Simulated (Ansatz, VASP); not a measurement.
# Au in VASP and in Ansatz

```xyz
2
Lattice="2.9569 0.0000 0.0000 -1.4784 2.5607 0.0000 0.0000 0.0000 4.9757" Properties=species:S:1:pos:R:3 pbc="T T T"
Au    0.0000    1.7072    3.7318
Au    1.4784    0.8536    1.2439
```

Change from the starting cell: volume scaled by 1.06.

Alike in both runs: task single point; functional PBEsol; k mesh 14 × 14 × 8; occupations fermi-dirac, width 0.03 eV; no spin polarisation.

```csv
,VASP,Ansatz
version,VASP 6.6.1,Ansatz 0.2.0
potentials or method,"VASP PAW PBE potentials, release 64 (Au), cutoff 520 eV","all-electron LAPW, scalar-relativistic"
```

|  | VASP | Ansatz | Ansatz less VASP |
| --- | --- | --- | --- |
| pressure (GPa) | -13.0 | -12.8 | +0.16 |
| largest component of the traceless stress (GPa) | 0.25 | 0.26 | +0.016 |

Ansatz ran all-electron here, so the differences hold the error of VASP's frozen core and of both bases.

Caveats: the PAW data sets were made with another functional, which shifts forces and pressure a little (VASP). The runs have no spin-orbit coupling, so splittings on Au are missing.
